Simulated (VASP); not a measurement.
Level of theory: PBE GGA, VASP's PBE PAW potentials (set 64) (plane waves; VASP).

Input for VASP

### INCAR
```
SYSTEM = BeO
PREC = Accurate
ENCUT = 520
EDIFF = 1E-7
NELM = 100
ALGO = Normal
LREAL = .FALSE.
LASPH = .TRUE.
ISMEAR = 0
SIGMA = 0.01
GGA = PE
LWAVE = .FALSE.
LCHARG = .FALSE.
LOPTICS = .TRUE.
NBANDS = 36
NEDOS = 1001
CSHIFT = 0.1
```

**KPOINTS**
```
Regular mesh
0
gamma
12 12 7
```

### POSCAR
```
BeO
1
    1.3568908914    -2.3502043804     0.0000000000
    1.3568908914     2.3502043804     0.0000000000
    0.0000000000     0.0000000000     4.4051592171
Be O
2 2
Direct
  0.6666670000   0.3333330000   0.5000376323
  0.3333330000   0.6666670000   0.0000376323
  0.6666670000   0.3333330000   0.8779623677
  0.3333330000   0.6666670000   0.3779623677
```

POTCAR, in this order: Be O (PBE.64 set). Program: vasp_std.

Output of the run:

OUTCAR:
```
 ion  position               nearest neighbor table
   1  0.667  0.333  0.500-   4 1.66   4 1.66   4 1.66   3 1.66
   2  0.333  0.667  0.000-   3 1.66   3 1.66   3 1.66   4 1.66
   3  0.667  0.333  0.878-   2 1.66   2 1.66   2 1.66   1 1.66
   4  0.333  0.667  0.378-   1 1.66   1 1.66   1 1.66   2 1.66
  LATTYP: Found a hexagonal cell.
 ALAT       =     2.7137821432
 C/A-ratio  =     1.6232545520
 Subroutine PRICEL returns:
 Original cell was already a primitive cell.
 Subroutine GETGRP returns: Found 12 space group operations
The static configuration has the point symmetry C_3v.
 The point group associated with its full space group is C_6v.
The dynamic configuration has the point symmetry C_3v.
 Subroutine INISYM returns: Found 12 space group operations
 Subroutine IBZKPT returns following result:
 Found     76 irreducible k-points:

 Following reciprocal coordinates:
            Coordinates               Weight
  0.000000  0.000000  0.000000      1.000000
  0.083333  0.000000  0.000000      6.000000
  0.166667 -0.000000  0.000000      6.000000
  0.250000  0.000000  0.000000      6.000000
  0.333333  0.000000  0.000000      6.000000
...
```

File OSZICAR:
```
       N       E                     dE             d eps       ncg     rms          rms(c)
DAV:   1     0.674308444850E+02    0.67431E+02   -0.66943E+03  5488   0.426E+02
DAV:   2    -0.280198859159E+02   -0.95451E+02   -0.89715E+02  6556   0.148E+02
DAV:   3    -0.306257712333E+02   -0.26059E+01   -0.25863E+01  6624   0.210E+01
DAV:   4    -0.306327602241E+02   -0.69890E-02   -0.69885E-02  6328   0.123E+00
DAV:   5    -0.306327816109E+02   -0.21387E-04   -0.21387E-04  6436   0.671E-02    0.906E+00
DAV:   6    -0.284645730123E+02    0.21682E+01   -0.10918E+00  5908   0.826E+00    0.283E+00
DAV:   7    -0.284535863644E+02    0.10987E-01   -0.14478E-01  6408   0.188E+00    0.187E+00
DAV:   8    -0.284624331947E+02   -0.88468E-02   -0.30094E-02  5968   0.968E-01    0.311E-01
DAV:   9    -0.284612595095E+02    0.11737E-02   -0.42786E-04  6316   0.177E-01    0.791E-02
DAV:  10    -0.284615571274E+02   -0.29762E-03   -0.28537E-04  6056   0.687E-02    0.121E-02
DAV:  11    -0.284615615659E+02   -0.44384E-05   -0.30087E-06  6692   0.876E-03    0.327E-03
DAV:  12    -0.284615615574E+02    0.84398E-08   -0.45874E-07  6024   0.287E-03
   1 F= -.28461562E+02 E0= -.28461562E+02  d E =-.932867E-52
 imaginary and real dielectric function
```

### OUTCAR
```
------------------------ aborting loop because EDIFF is reached ----------------------------------------
  FORCE on cell =-STRESS in cart. coord.  units (eV):
  Direction    XX          YY          ZZ          XY          YZ          ZX
  --------------------------------------------------------------------------------------
  Total       -0.0050596     -0.0050596      0.0304078      0.0000000      0.0000000      0.0000000
  in kB       -0.2885252     -0.2885253      1.7340148      0.0000000      0.0000000      0.0000000
  external PRESSURE =       0.3856547 kB  Pullay stress =       0.0000000 kB
  volume of cell :       28.10
      direct lattice vectors                 reciprocal lattice vectors
     1.356890891 -2.350204380  0.000000000     0.368489466 -0.212747455  0.000000000
     1.356890891  2.350204380  0.000000000     0.368489466  0.212747455  0.000000000
     0.000000000  0.000000000  4.405159217     0.000000000  0.000000000  0.227006551
 POSITION                                       TOTAL-FORCE (eV/Angst)
 -----------------------------------------------------------------------------------
      1.35689     -0.78340      2.20275         0.000000     -0.000000      0.003051
      1.35689      0.78340      0.00017         0.000000     -0.000000      0.003051
      1.35689     -0.78340      3.86756        -0.000000      0.000000     -0.003051
      1.35689      0.78340      1.66498         0.000000     -0.000000     -0.003051
 -----------------------------------------------------------------------------------
    total drift:                                0.000000      0.001592      0.000670
  FREE ENERGIE OF THE ION-ELECTRON SYSTEM (eV)
  ---------------------------------------------------
  free  energy   TOTEN  =       -28.4615615574 eV

  energy  without entropy=      -28.4615615574  energy(sigma->0) =      -28.46156156

 plasma frequency squared (from intraband transitions) (eV^2)
  --------------------------------------------------------------------------------------
       0.000       0.000      -0.000
       0.000       0.000       0.000
      -0.000       0.000       0.000

 plasma frequency squared (from interband transitions, int dw w eps(2)(w)) (eV^2)
  --------------------------------------------------------------------------------------
     601.009       0.000       0.000      -0.000      -0.000      -0.000
      -0.000       0.000     601.009       0.000      -0.000       0.000
      -0.000       0.000      -0.000      -0.000     600.269       0.000
```
(Selected blocks of OUTCAR.)

The compound is BeO in the wurtzite structure. It was relaxed first.
